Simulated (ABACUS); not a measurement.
The system is PbSe (Clausthalite).

```
Pb Se
1.0
     0.00000    3.06065    3.06065
     3.06065    0.00000    3.06065
     3.06065    3.06065    0.00000
Pb Se
1 1
Direct
  0.00000 0.00000 0.00000
  0.50000 0.50000 0.50000
```

| Property | Result |
| --- | --- |
| Program | ABACUS 3.10.1 |
| Task | single point |
| Functional | PBE |
| Potentials or basis | PseudoDojo NC SR 0.4.1 PBE standard |
| Cutoff | 1361 eV |
| Density cutoff | 5442 eV |
| Basis | DZP LCAO (the cutoffs set its grid) |
| k mesh | 8 × 8 × 8 |
| Occupations | fermi-dirac, width 0.05 eV |
| Spin | no spin polarisation |

On this cell: pressure 3.4 GPa; largest force zero by symmetry; band gap on the k mesh 0.50 eV, direct.

The same run follows on a disturbed copy (atoms moved at random, drawn with an rms of 0.05 Å):

```
Pb Se
1.0
     0.00000    3.06065    3.06065
     3.06065    0.00000    3.06065
     3.06065    3.06065    0.00000
Pb Se
1 1
Direct
  0.99775 0.99684 0.99940
  0.50309 0.50000 0.49270
```

What does the disturbed cell give?

The energy moves by +0.3 meV/atom; pressure 3.4 GPa; largest force 0.032 eV/Å; band gap on the k mesh 0.51 eV, direct.

Forces on the atoms (eV/Å):
```
Pb  -0.012 -0.005  0.029
Se   0.012  0.005 -0.029
```

Caveats: the atomic orbitals were generated for these runs and aren't a published set; spin-orbit coupling is left out, which as a rule narrows the gap of such compounds by several tenths of an eV; the basis of atomic orbitals isn't converged, which shifts pressures, moduli and gaps.

A k mesh can miss the band edges.
